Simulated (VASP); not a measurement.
**SnTe under changes of volume**

One of the cells (31.907 Å³/atom); the others are scaled copies at fixed shape and fractional positions:

```
Te Sn
1.0
     0.00000    3.17172    3.17172
     3.17172    0.00000    3.17172
     3.17172    3.17172    0.00000
Te Sn
1 1
Direct
  0.50000 0.50000 0.50000
  0.00000 0.00000 0.00000
```

```yaml
Program: VASP 6.6.1
Functional: PBEsol
Potentials_or_basis: VASP PAW PBE potentials, release 64 (Te, Sn_d)
Cutoff: 520 eV
k_mesh: 7 × 7 × 7
Occupations: fermi-dirac, width 0.05 eV
Spin: no spin polarisation
```

| volume (Å³/atom) | energy over the lowest point (meV/atom) | pressure (GPa) |
| --- | --- | --- |
| 29.404 | 13.41 | 2.9 |
| 30.030 | 4.49 | 1.7 |
| 30.656 | 0.00 | 0.6 |
| 31.907 | 2.51 | -1.2 |
| 32.532 | ? | ? |
| 33.158 | 17.76 | -2.7 |

Problem. What does the run at 32.532 Å³/atom give?

Solution. Energy over the lowest point 8.71 meV/atom; pressure -2.0 GPa.

Worked out: A Birch-Murnaghan fit of order 3 (a polynomial in V^(-2/3)) to the other rows has its minimum at 31.05 Å³/atom with B0 = V·E''(V) = 47 GPa and B' = 4.5. It gives 8.71 meV/atom at 32.532 Å³/atom, against the run's 8.71, and -dE/dV = -2.0 GPa, against -2.0.

Energies are extrapolated to zero smearing.

Caveats: the PAW data sets were made with another functional, which shifts forces and pressure a little.
